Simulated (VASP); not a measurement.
Input of a VASP 6.6.1 run:

The input INCAR:

```
ALGO = Normal
BPARAM = 11.95
CPARAM = 0.0093
EDIFF = 1E-6
ENCUT = 520
ICORELEVEL = 1
ISIF = 2
ISMEAR = 0
IVDW_NL = 2
KPAR = 2
LASPH = True
LCHARG = False
LMIXTAU = True
LREAL = False
LUSE_VDW = True
LWAVE = False
METAGGA = R2SCAN
NBANDS = 26
NELM = 80
PREC = Accurate
SIGMA = 0.03
```

KPOINTS

```
k-points
0
Gamma
  12 12 3
```

File POSCAR:

```
SiC                                     
1.0
    3.0733083350      0.0000000000      0.0000000000
   -1.5366541625      2.6615630936      0.0000000000
    0.0000000000      0.0000000000     10.0630144551
  Si              C             
     4     4
Direct
     0.6666666699999979    0.3333333300000021    0.9378385868470431
     0.3333333300000021    0.6666666699999979    0.4378385868470431
     0.0000000000000000    0.0000000000000000    0.6878867485607003
     0.0000000000000000    0.0000000000000000    0.1878867485607003
     0.6666666699999979    0.3333333300000021    0.7498047846263418
     0.3333333300000021    0.6666666699999979    0.2498047846263418
     0.0000000000000000    0.0000000000000000    0.5004688799659149
     0.0000000000000000    0.0000000000000000    0.0004688799659149
```

The input KPOINTS_OPT:

```
explicit points
141
Reciprocal
 0.0000000000  0.0000000000  0.0000000000 1
 0.0357142857  0.0000000000  0.0000000000 1
 0.0714285714  0.0000000000  0.0000000000 1
 0.1071428571  0.0000000000  0.0000000000 1
 0.1428571429  0.0000000000  0.0000000000 1
 0.1785714286  0.0000000000  0.0000000000 1
[... 133 lines left out ...]
 0.5000000000  0.0000000000  0.5000000000 1
 0.5000000000  0.0000000000  0.0000000000 1
```

Potentials or basis: VASP PAW PBE potentials, release 64 (Si, C).

The run is started by

```sh
$ cat potpaw_PBE.64/Si/POTCAR potpaw_PBE.64/C/POTCAR > POTCAR
$ mpirun -np 2 vasp_std > vasp.out
```

**Question.** Estimate the band gap on the k mesh.

**Answer.** 2.58 eV, indirect (least direct gap 3.76 eV).

**Question.** Predict the band gap along the path.

**Answer.** 2.58 eV, indirect (least direct gap 3.76 eV).

Levels at the corners of the path, in eV from the valence-band top:
```
point  band 12  band 13  band 14  band 15  band 16  band 17  band 18  band 19  band 20  band 21
    Γ    -0.61    -0.61    -0.05     0.00     0.00     5.68     6.28     6.92     6.93     7.53
    M    -2.51    -2.48    -2.34    -1.65    -1.18     2.58     2.74     4.71     5.27     5.83
    M    -2.51    -2.48    -2.34    -1.65    -1.18     2.58     2.74     4.71     5.27     5.83
    K    -4.56    -4.15    -2.99    -2.99    -1.76     4.40     4.40     5.72     6.11     6.11
    K    -4.56    -4.15    -2.99    -2.99    -1.76     4.40     4.40     5.72     6.11     6.11
    Γ    -0.61    -0.61    -0.05     0.00     0.00     5.68     6.28     6.92     6.93     7.53
    Γ    -0.61    -0.61    -0.05     0.00     0.00     5.68     6.28     6.92     6.93     7.53
    A    -1.10    -0.22    -0.22    -0.22    -0.22     5.90     5.90     7.39     7.39     7.61
    A    -1.10    -0.22    -0.22    -0.22    -0.22     5.90     5.90     7.39     7.39     7.61
    L    -3.17    -2.59    -2.59    -1.63    -1.63     3.02     3.02     4.68     4.68     6.69
    L    -3.17    -2.59    -2.59    -1.63    -1.63     3.02     3.02     4.68     4.68     6.69
    H    -5.22    -2.87    -2.87    -2.57    -2.57     3.64     3.64     7.28     7.28     7.30
    H    -5.22    -2.87    -2.87    -2.57    -2.57     3.64     3.64     7.28     7.28     7.30
    A    -1.10    -0.22    -0.22    -0.22    -0.22     5.90     5.90     7.39     7.39     7.61
    L    -3.17    -2.59    -2.59    -1.63    -1.63     3.02     3.02     4.68     4.68     6.69
    M    -2.51    -2.48    -2.34    -1.65    -1.18     2.58     2.74     4.71     5.27     5.83
    K    -4.56    -4.15    -2.99    -2.99    -1.76     4.40     4.40     5.72     6.11     6.11
    H    -5.22    -2.87    -2.87    -2.57    -2.57     3.64     3.64     7.28     7.28     7.30
```

Caveat: the PAW data sets were made with another functional, which shifts forces and pressure a little. r2SCAN opens gaps a little over a GGA but as a rule still falls short of measured ones.
